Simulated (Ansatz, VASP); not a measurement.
**Ru in VASP and in Ansatz**

The input INCAR:

```
PREC     = Accurate       # precision mode
ENCUT    = 520            # plane-wave cutoff, eV
EDIFF    = 1E-6           # SCF threshold, eV
ISMEAR   = -1             # smearing method
SIGMA    = 0.03           # smearing width, eV
LREAL    = F              # projectors in reciprocal space
LASPH    = T              # aspherical terms in the spheres
NELM     = 100            # most SCF steps
ALGO     = Normal         # electronic algorithm
ISIF     = 2              # what is computed and relaxed
LWAVE    = F              # write WAVECAR
LCHARG   = F              # write CHGCAR
GGA      = PS             # functional
NBANDS   = 21             # bands
```

File KPOINTS:

```
Automatic mesh
0
Gamma
  14 14 8
```

File POSCAR:

```
Ru
1.0
    2.7057993342      0.0000000000      0.0000000000
   -1.3528996671      2.3432909610      0.0000000000
    0.0000000000      0.0000000000      4.2819000000
Ru
2
Direct
    0.3333333333      0.6666666667      0.2500000000
    0.6666666667      0.3333333333      0.7500000000
```

Input for Ansatz:

```yaml
crystal:
  lattice:
    - [2.7057993342, 0.0, 0.0]
    - [-1.3528996671, 2.343290961, 0.0]
    - [0.0, 0.0, 4.2819]
  atoms:
    - { symbol: Ru, position: [0.3333333333, 0.6666666667, 0.25] }
    - { symbol: Ru, position: [0.6666666667, 0.3333333333, 0.75] }
kpoints:
  mp_grid: { grid: [14, 14, 8] }
  band_path:
    path:
      - [0.0, 0.0, 0.0]
      - [0.5, 0.0, 0.0]
      - [0.3333333333, 0.3333333333, 0.0]
      - [0.0, 0.0, 0.0]
      - [0.0, 0.0, 0.5]
      - [0.5, 0.0, 0.5]
      - [0.3333333333, 0.3333333333, 0.5]
      - [0.0, 0.0, 0.5]
      - [0.5, 0.0, 0.5]
    npoints: 14
scf:
  occupations: { method: fermi_dirac, width: 0.03 }
hamiltonian:
  xc: pbesol
  pseudopotentials: { kind: all_electron, lapw: { basis_error: 0.0005 } }
output:
  forces: true
  stress: true
  eigenvalues: true
  populations: true
  dos: { projected: true, de: 0.2, e_range: [-14, 8] }
```

Alike in both runs: task single point; functional PBEsol; k mesh 14 × 14 × 8; occupations fermi-dirac, width 0.03 eV; no spin polarisation.

|  | VASP | Ansatz |
| --- | --- | --- |
| version | VASP 6.6.1 | Ansatz 0.2.0 |
| potentials or method | VASP PAW PBE potentials, release 64 (Ru_pv) | all-electron LAPW, scalar-relativistic |
| plane-wave cutoff (eV) | 520 | see its input |

```tsv
	VASP	Ansatz	Ansatz less VASP
pressure (GPa)	-6.3	-6.3	+0.02
largest component of the traceless stress (GPa)	1.36	1.40	+0.035
```

Ansatz ran all-electron here, so the differences hold the error of VASP's frozen core and of both bases.

Caveats: the PAW data sets were made with another functional, which shifts forces and pressure a little (VASP).
